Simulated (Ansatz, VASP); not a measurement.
**One calculation of Mg, two programs**

File INCAR:

```
PREC     = Accurate       # precision mode
ENCUT    = 520            # plane-wave cutoff, eV
EDIFF    = 1E-8           # SCF threshold, eV
ISMEAR   = -1             # smearing method
SIGMA    = 0.15           # smearing width, eV
LREAL    = F              # projectors in reciprocal space
LASPH    = T              # aspherical terms in the spheres
NELM     = 100            # most SCF steps
ALGO     = Normal         # electronic algorithm
ISIF     = 2              # what is computed and relaxed
LWAVE    = F              # write WAVECAR
LCHARG   = F              # write CHGCAR
GGA      = PS             # functional
LEFG     = T            
NBANDS   = 9              # bands
```

The input KPOINTS:

```
regular mesh
0
Gamma
  15 15 8
```

Contents of POSCAR:

```
Mg
1.0
    3.1868356397      0.0000000000      0.0000000000
   -1.5934178198      2.7598806217      0.0000000000
    0.0000000000      0.0000000000      5.1305031867
Mg
2
Direct
    0.3333333333      0.6666666667      0.2500000000
    0.6666666667      0.3333333333      0.7500000000
```

Input for Ansatz:

```yaml
crystal:
  lattice:
    - [3.1868356397, 0.0, 0.0]
    - [-1.5934178198, 2.7598806217, 0.0]
    - [0.0, 0.0, 5.1305031867]
  atoms:
    - { symbol: Mg, position: [0.3333333333, 0.6666666667, 0.25] }
    - { symbol: Mg, position: [0.6666666667, 0.3333333333, 0.75] }
basis:
  ecutwfc: 420
kpoints:
  mp_grid: { grid: [15, 15, 8] }
hamiltonian:
  xc: pbesol
scf:
  occupations: { method: fermi_dirac, width: 0.15 }
output:
  forces: true
  stress: true
  eigenvalues: true
  efg: {}
checkpoint:
  read: start.run
  write: ck
  compress: false
  write_wavefunctions: false
  write_every: 100000
```

Alike in both runs: task electric field gradients; functional PBEsol; k mesh 15 × 15 × 8; occupations fermi-dirac, width 0.15 eV; no spin polarisation.

```csv
,VASP,Ansatz
version,VASP 6.6.1,Ansatz 0.2.0
potentials or method,"VASP PAW PBE potentials, release 64 (Mg)","scalar-relativistic, plane waves, PAW"
plane-wave cutoff (eV),520,420
valence electrons in the cell,4,20
```

|  | VASP | Ansatz | Ansatz less VASP |
| --- | --- | --- | --- |
| gap on the k mesh at the Fermi level (eV) | none | none | - |
| pressure (GPa) | -0.1 | 0.0 | +0.05 |
| Vzz of the field gradient on the site that differs most (V/Å²) | 0.2 | 0.3 | +0.14 |

A gap of «none» marks a metal or a gap that the smearing closes. With one functional, cell and mesh, what is left measures potentials, basis and numerics. The two sets of potentials don't hold the same shells in valence.

Caveats: the PAW data sets were made with another functional, which shifts forces and pressure a little (VASP).
